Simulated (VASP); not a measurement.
# SnTe (F-43m) in VASP: further runs

One crystal, SnTe, is run at these levels: PBE; tasks: G0W0 quasiparticle levels.

Program: VASP 6.6.1. These are calculated values, not measurements. Logs are shortened: lines on timing, memory, paths and dates and some standing lists are left out, and cuts for length are marked.

### 1 The structure

Symmetry: F-43m, No. 216, cubic system. Conventional cell: a = 7.222 Å, b = 7.222 Å, c = 7.222 Å, α = 90.00°, β = 90.00°, γ = 90.00°. Te (site symmetry -43m) has 4 Sn at 3.13 Å as nearest neighbours. Sn (site symmetry -43m) has 4 Te at 3.13 Å as nearest neighbours.

Measurements of this composition are mostly on another form, of space group No. 225.

### 2 G0W0 quasiparticle levels, PBE

POSCAR

```
SnTe
1.0
    0.0000000000      3.6111460000      3.6111460000
    3.6111460000      0.0000000000      3.6111460000
    3.6111460000      3.6111460000      0.0000000000
Te Sn
1 1
Direct
    0.2500000000      0.2500000000      0.2500000000
    0.0000000000      0.0000000000      0.0000000000
```

INCAR.step1

```
PREC = Accurate
ENCUT = 450
EDIFF = 1E-8
ISMEAR = 0
SIGMA = 0.01
LREAL = F
LASPH = T
NELM = 100
ALGO = Fast
LWAVE = T
LCHARG = F
GGA = PE
```

INCAR.step2

```
PREC = Accurate
ENCUT = 450
EDIFF = 1E-8
ISMEAR = 0
SIGMA = 0.01
LREAL = F
LASPH = T
NELM = 1
ALGO = Exact
LWAVE = T
LCHARG = F
GGA = PE
NBANDS = 66
LOPTICS = T
ISTART = 1
```

INCAR.step3

```
PREC = Accurate
ENCUT = 450
EDIFF = 1E-8
ISMEAR = 0
SIGMA = 0.01
LREAL = F
LASPH = T
ALGO = EVGW0
LWAVE = F
LCHARG = F
GGA = PE
NELMGW = 1
NBANDS = 66
ENCUTGW = 50
NOMEGA = 48
PRECFOCK = Fast
ISTART = 1
NBANDSGW = 18
```

KPOINTS

```
regular mesh
0
Gamma
  2 2 2
```

Potentials or basis: VASP PAW PBE potentials, release 64 (Te_GW, Sn_d_GW).

Launch:

```sh
$ cat potpaw_PBE.64/Te_GW/POTCAR potpaw_PBE.64/Sn_d_GW/POTCAR > POTCAR
$ cp INCAR.step1 INCAR
$ mpirun -np 1 vasp_std > vasp.out
$ cp INCAR.step2 INCAR
$ mpirun -np 1 vasp_std > vasp.out
$ cp INCAR.step3 INCAR
$ mpirun -np 1 vasp_std > vasp.out
```

OUTCAR:

```text
PREC = Accurate
   ENCUT = 450
   EDIFF = 1E-8
   ISMEAR = 0
   LREAL = F
   LASPH = T
   GGA = PE
   NELMGW = 1
   ENCUTGW = 50
   PRECFOCK = Fast
   ISTART = 1

 Found      3 irreducible k-points:

 Following reciprocal coordinates:
            Coordinates               Weight
  0.000000  0.000000  0.000000      1.000000
  0.500000  0.000000  0.000000      4.000000
  0.500000  0.500000  0.000000      3.000000
   k-points           NKPTS =      3   k-points in BZ     NKDIM =      8   number of bands    NBANDS=     66
   number of dos      NEDOS =    301   number of ions     NIONS =      2
   total plane-waves  NPLWV =  46656
   dimension x,y,z NGX =    36 NGY =   36 NGZ =   36
   dimension x,y,z NGXF=    72 NGYF=   72 NGZF=   72
   ions per type =               1   1
   NGX,Y,Z   is equivalent  to a cutoff of  11.72, 11.72, 11.72 a.u.
   NGXF,Y,Z  is equivalent  to a cutoff of  23.44, 23.44, 23.44 a.u.
 SYSTEM =  unknown system
   PREC   = accura    normal or accurate (medium, high low for compatibility)
   ISTART =      1    job   : 0-new  1-cont  2-samecut
   ICHARG =      0    charge: 1-file 2-atom 10-const
   ISPIN  =      1    spin polarized calculation?
   LNONCOLLINEAR =      F non collinear calculations
   LSORBIT =      F    spin-orbit coupling
   LASPH  =      T    aspherical Exc in radial PAW
   ENCUT  =  450.0 eV  33.07 Ry    5.75 a.u.   8.83  8.83  8.83*2*pi/ulx,y,z
   NELM   =     60;   NELMIN=  2; NELMDL=  0     # of ELM steps
   EDIFF  = 0.1E-07   stopping-criterion for ELM
   LREAL  =      F    real-space projection
   EDIFFG = 0.1E-06   stopping-criterion for IOM
   NSW    =      0    number of steps for IOM
   IBRION =     -1    ionic relax: 0-MD 1-quasi-New 2-CG
   NFREE  =      0    steps in history (QN), initial steepest desc. (CG)
   ISIF   =      0    stress and relaxation
   ISYM   =      3    0-nonsym 1-usesym 2-fastsym
   POTIM  = 0.5000    time-step for ionic-motion
   TEBEG  =    0.0;   TEEND  =   0.0 temperature during run
   PSTRESS=    0.0 pullay stress
   NELECT =      20.0000    total number of electrons
   NUPDOWN=      -1.0000    fix difference up-down
   EMIN   =  10.00;   EMAX   =-10.00  energy-range for DOS
   EFERMI =   0.00;   METHOD = LEGACY
   ISMEAR =     0;   SIGMA  =   0.01  broadening in eV -4-tet -1-fermi 0-gaus
   EFERMI_NEDOS =   21; number of points for ismear=-14 and -15
   IALGO  =     38    algorithm
   IMIX   =      4    mixing-type and parameters
     AMIX     =   0.40;   BMIX     =  1.00
     AMIX_MAG =   1.60;   BMIX_MAG =  1.00
  volume/ion in A,a.u.               =      47.09       317.78
  Fermi-wavevector in a.u.,A,eV,Ry     =   0.976704  1.845704 12.979296  0.953951
  Thomas-Fermi vector in A             =   2.107344
   LORBIT       =      0    0 simple, 1 ext, 2 COOP (PROOUT), +10 PAW based schemes
   GGA     = PE    functional components
   LHFCALC =     T    Hartree Fock is set to
   PRECFOCK=fast      Normal, Fast or Accurate (Low or Medium for compatibility)
   ENCUT4O =  -1.0   cutoff for four orbital integrals eV
   NKREDX  =     1    reduce k-point grid by
   NKREDY  =     1    reduce k-point grid by
   NKREDZ  =     1    reduce k-point grid by
   AEXX    =    1.0000 exact exchange contribution
   HFSCREEN=    0.0000 screening length (either q_TF or 0.3 A-1)
   HFSCREENC=   0.0000 screening length for correlation (either q_TF or 0.3 A-1)
   ENCUTFOCK=  -1.0 apply spherical cutoff to Coloumb kernel
   IVDW    =     0    specifies the selected vdW correction
   LEPSILON=     F    determine dielectric tensor
   LRPA    =     F    only Hartree local field effects (RPA)
   LRPAFORCE           =     F    calculate RPA forces
   ENCUTGW             =  50.0    cutoff for response function in eV
   ENCUTGWSOFT         =  40.0    soft cutoff for Coulomb kernel in GW response function in eV
   ENCUTLF             =  -1.0    cutoff for local field effects
   NELMGW              =     1    number of iterations in solving QP/BSE equation
   NELMHF              =     1    number of iterations in the inner HF iteration
   NKREDLFX            =     1    NKREDLFY  =   1   NKREDLFZ  =   1
 non-spin polarized calculation
 Gauss-broadening in eV      SIGMA  =   0.01
  energy-cutoff  :      450.00
  volume of cell :       94.18
 maximum number of plane-waves:      2085
 NGX is ok and might be reduce to    36
  NGX = 20; NGY = 20; NGZ = 20
   NGX = 17   NGY = 17   NGZ = 17
 maximum number of plane-waves:        80
 NGX is ok and might be reduce to    14

 QP shifts <psi_nk| G(iteration)W_0 |psi_nk>: iteration 1
 for sc-GW calculations column KS-energies equals QP-energies in previous step
 and V_xc(KS)=  KS-energies - (<T + V_ion + V_H > + <T+V_H+V_ion>^1  + <V_x>^1)

 k-point   1 :       0.0000    0.0000    0.0000
  band No.  KS-energies  QP-energies   sigma(KS)   V_xc(KS)     V^pw_x(r,r')   Z            occupation Imag(sigma)

      1     -19.3912     -21.6325     -21.0139     -17.5160     -27.0917       0.6408       2.0000       0.3780
      2     -19.3912     -21.6325     -21.0139     -17.5160     -27.0917       0.6408       2.0000       0.3780
      3     -19.3912     -21.6325     -21.0139     -17.5160     -27.0917       0.6408       2.0000       0.3780
      4     -19.3831     -21.5939     -20.9830     -17.5181     -27.0742       0.6381       2.0000       0.3559
      5     -19.3831     -21.5939     -20.9830     -17.5181     -27.0742       0.6381       2.0000       0.3559
      6      -9.0511      -8.9437     -10.6083     -10.7924     -17.0021       0.5833       2.0000       1.0754
[... 10 lines left out ...]
     17      10.0964      10.1176      -5.9906      -6.0194      -1.7165       0.7337       0.0000      -0.4333
     18      10.0964      10.1176      -5.9906      -6.0194      -1.7165       0.7337       0.0000      -0.4333

 k-point   2 :       0.5000    0.0000    0.0000
  band No.  KS-energies  QP-energies   sigma(KS)   V_xc(KS)     V^pw_x(r,r')   Z            occupation Imag(sigma)

      1     -19.3924     -21.6201     -20.9953     -17.5135     -27.0867       0.6398       2.0000       0.3789
      2     -19.3899     -21.6410     -21.0121     -17.5180     -27.0897       0.6443       2.0000       0.3760
      3     -19.3899     -21.6410     -21.0121     -17.5180     -27.0897       0.6443       2.0000       0.3760
      4     -19.3828     -21.6269     -20.9818     -17.5186     -27.0746       0.6480       2.0000       0.3545
      5     -19.3828     -21.6269     -20.9818     -17.5186     -27.0746       0.6480       2.0000       0.3545
      6      -8.5104      -8.4179     -10.9360     -11.0867     -16.9979       0.6139       2.0000       0.9813
[... 10 lines left out ...]
     17       9.3938       9.7072      -7.1189      -7.5447      -2.9196       0.7361       0.0000      -0.3721
     18      10.6741      11.0352      -7.4294      -7.9248      -3.0765       0.7287       0.0000      -0.4192

 k-point   3 :       0.5000    0.5000    0.0000
  band No.  KS-energies  QP-energies   sigma(KS)   V_xc(KS)     V^pw_x(r,r')   Z            occupation Imag(sigma)

      1     -19.3945     -21.6161     -20.9912     -17.5098     -27.0826       0.6381       2.0000       0.3860
      2     -19.3884     -21.6480     -21.0130     -17.5210     -27.0914       0.6471       2.0000       0.3733
      3     -19.3884     -21.6480     -21.0130     -17.5210     -27.0914       0.6471       2.0000       0.3733
      4     -19.3830     -21.6035     -20.9819     -17.5180     -27.0736       0.6411       2.0000       0.3554
      5     -19.3830     -21.6035     -20.9819     -17.5180     -27.0736       0.6411       2.0000       0.3554
      6      -8.2902      -8.2096     -11.0866     -11.2166     -17.0086       0.6199       2.0000       0.9524
[... 10 lines left out ...]
     17      10.7115      11.0662      -7.3974      -7.8897      -3.1825       0.7206       0.0000      -0.3453
     18      11.0314      11.4137      -7.3491      -7.8912      -2.9037       0.7051       0.0000      -0.3754
```

It took 62 s on 1 thread of Intel Xeon 6975P-C (Granite Rapids), shared host; peak memory 0.63 GiB.

The run converged, but some of its settings lie outside the range that counts as converged, so its numbers aren't taken as properties of the crystal.

Results:

```
Band gap on the k mesh, mean-field level : 0.81 eV, direct
Quasiparticle gap                        : 1.28 eV
Least direct quasiparticle gap           : 1.28 eV
```

Caveat: the k mesh is coarse (spacing up to 0.75 Å⁻¹), so the values aren't converged; bands, screening cutoff and mesh are small and nothing is extrapolated, so the quasiparticle values aren't converged; spin-orbit coupling is left out, which moves the levels of the heavy elements.

### 3 G0W0 quasiparticle levels, PBE

POSCAR is that of step 2.

INCAR.step1 is that of step 2.

INCAR.step2 is that of step 2.

Changes to INCAR.step3 since step 2:

```diff
@@ -13,3 +13,3 @@
 NBANDS = 66
-ENCUTGW = 50
+ENCUTGW = 75
 NOMEGA = 48
```

KPOINTS is that of step 2.

Potentials or basis: VASP PAW PBE potentials, release 64 (Te_GW, Sn_d_GW).

Launch:

```sh
$ cat potpaw_PBE.64/Te_GW/POTCAR potpaw_PBE.64/Sn_d_GW/POTCAR > POTCAR
$ cp INCAR.step1 INCAR
$ mpirun -np 1 vasp_std > vasp.out
$ cp INCAR.step2 INCAR
$ mpirun -np 1 vasp_std > vasp.out
$ cp INCAR.step3 INCAR
$ mpirun -np 1 vasp_std > vasp.out
```

OUTCAR:

```text
PREC = Accurate
   ENCUT = 450
   EDIFF = 1E-8
   ISMEAR = 0
   LREAL = F
   LASPH = T
   GGA = PE
   NELMGW = 1
   ENCUTGW = 75
   PRECFOCK = Fast
   ISTART = 1

 Found      3 irreducible k-points:

 Following reciprocal coordinates:
            Coordinates               Weight
  0.000000  0.000000  0.000000      1.000000
  0.500000  0.000000  0.000000      4.000000
  0.500000  0.500000  0.000000      3.000000
   k-points           NKPTS =      3   k-points in BZ     NKDIM =      8   number of bands    NBANDS=     66
   number of dos      NEDOS =    301   number of ions     NIONS =      2
   total plane-waves  NPLWV =  46656
   dimension x,y,z NGX =    36 NGY =   36 NGZ =   36
   dimension x,y,z NGXF=    72 NGYF=   72 NGZF=   72
   ions per type =               1   1
   NGX,Y,Z   is equivalent  to a cutoff of  11.72, 11.72, 11.72 a.u.
   NGXF,Y,Z  is equivalent  to a cutoff of  23.44, 23.44, 23.44 a.u.
 SYSTEM =  unknown system
   PREC   = accura    normal or accurate (medium, high low for compatibility)
   ISTART =      1    job   : 0-new  1-cont  2-samecut
   ICHARG =      0    charge: 1-file 2-atom 10-const
   ISPIN  =      1    spin polarized calculation?
[... 30 lines left out ...]
   GGA     = PE    functional components
   LHFCALC =     T    Hartree Fock is set to
   PRECFOCK=fast      Normal, Fast or Accurate (Low or Medium for compatibility)
   ENCUT4O =  -1.0   cutoff for four orbital integrals eV
   NKREDX  =     1    reduce k-point grid by
   NKREDY  =     1    reduce k-point grid by
   NKREDZ  =     1    reduce k-point grid by
   AEXX    =    1.0000 exact exchange contribution
   HFSCREEN=    0.0000 screening length (either q_TF or 0.3 A-1)
   HFSCREENC=   0.0000 screening length for correlation (either q_TF or 0.3 A-1)
   ENCUTFOCK=  -1.0 apply spherical cutoff to Coloumb kernel
   IVDW    =     0    specifies the selected vdW correction
   LEPSILON=     F    determine dielectric tensor
   LRPA    =     F    only Hartree local field effects (RPA)
   LRPAFORCE           =     F    calculate RPA forces
   ENCUTGW             =  75.0    cutoff for response function in eV
   ENCUTGWSOFT         =  60.0    soft cutoff for Coulomb kernel in GW response function in eV
   ENCUTLF             =  -1.0    cutoff for local field effects
   NELMGW              =     1    number of iterations in solving QP/BSE equation
   NELMHF              =     1    number of iterations in the inner HF iteration
   NKREDLFX            =     1    NKREDLFY  =   1   NKREDLFZ  =   1
 non-spin polarized calculation
 Gauss-broadening in eV      SIGMA  =   0.01
  energy-cutoff  :      450.00
  volume of cell :       94.18
 maximum number of plane-waves:      2085
 NGX is ok and might be reduce to    36
  NGX = 20; NGY = 20; NGZ = 20
   NGX = 17   NGY = 17   NGZ = 17
 maximum number of plane-waves:       150
 NGX is ok and might be reduce to    18

 QP shifts <psi_nk| G(iteration)W_0 |psi_nk>: iteration 1
 for sc-GW calculations column KS-energies equals QP-energies in previous step
 and V_xc(KS)=  KS-energies - (<T + V_ion + V_H > + <T+V_H+V_ion>^1  + <V_x>^1)

 k-point   1 :       0.0000    0.0000    0.0000
  band No.  KS-energies  QP-energies   sigma(KS)   V_xc(KS)     V^pw_x(r,r')   Z            occupation Imag(sigma)

      1     -19.3912     -21.5487     -20.8783     -17.5160     -27.0917       0.6417       2.0000       0.4371
      2     -19.3912     -21.5487     -20.8783     -17.5160     -27.0917       0.6417       2.0000       0.4371
      3     -19.3912     -21.5487     -20.8783     -17.5160     -27.0917       0.6417       2.0000       0.4371
      4     -19.3831     -21.5117     -20.8458     -17.5181     -27.0742       0.6397       2.0000       0.4096
      5     -19.3831     -21.5117     -20.8458     -17.5181     -27.0742       0.6397       2.0000       0.4096
      6      -9.0511      -9.0006     -10.7058     -10.7924     -17.0021       0.5821       2.0000       1.0759
[... 41 lines left out ...]
      4     -19.3830     -21.5204     -20.8445     -17.5180     -27.0736       0.6425       2.0000       0.4090
      5     -19.3830     -21.5204     -20.8445     -17.5180     -27.0736       0.6425       2.0000       0.4090
      6      -8.2902      -8.2810     -11.2018     -11.2166     -17.0086       0.6192       2.0000       0.9492
[... 10 lines left out ...]
     17      10.7115      11.0629      -7.4009      -7.8897      -3.1825       0.7189       0.0000      -0.3430
     18      11.0314      11.4141      -7.3478      -7.8912      -2.9037       0.7043       0.0000      -0.3736
```

OUTCAR.step2:

```text
PREC = Accurate
   ENCUT = 450
   EDIFF = 1E-8
   ISMEAR = 0
   LREAL = F
[... 516 lines left out ...]
     0.00000     7.66616     7.66616     7.66616    -0.00000    -0.00000     0.00000
     0.69433     7.96080     7.96080     7.96080    -0.00000    -0.00000     0.00000
     1.38867     8.82737     8.82737     8.82737    -0.00000    -0.00000     0.00000
     2.08300    11.52148    11.52148    11.52148    -0.00000    -0.00000     0.00000
     2.77734    25.65074    25.65074    25.65074    -0.00000    -0.00000     0.00000
     3.47167    -6.15449    -6.15449    -6.15449    -0.00000    -0.00000     0.00000
[... 92 lines left out ...]
    68.04475     0.92215     0.92215     0.92215    -0.00000    -0.00000    -0.00000
    68.73909     0.92483     0.92483     0.92483    -0.00000    -0.00000    -0.00000
```

Run time: 77 s. Hardware: 1 thread of Intel Xeon 6975P-C (Granite Rapids), shared host; peak memory 0.64 GiB.

These settings aren't checked as converged: the numbers below hold their error.

Results:

* Band gap on the k mesh, mean-field level: 0.81 eV, direct
* Quasiparticle gap: 1.33 eV
* Least direct quasiparticle gap: 1.33 eV

Caveat: the k mesh is coarse (spacing up to 0.75 Å⁻¹), so the values aren't converged; bands, screening cutoff and mesh are small and nothing is extrapolated, so the quasiparticle values aren't converged; spin-orbit coupling is left out, which moves the levels of the heavy elements.

[end of part 1 of 2]
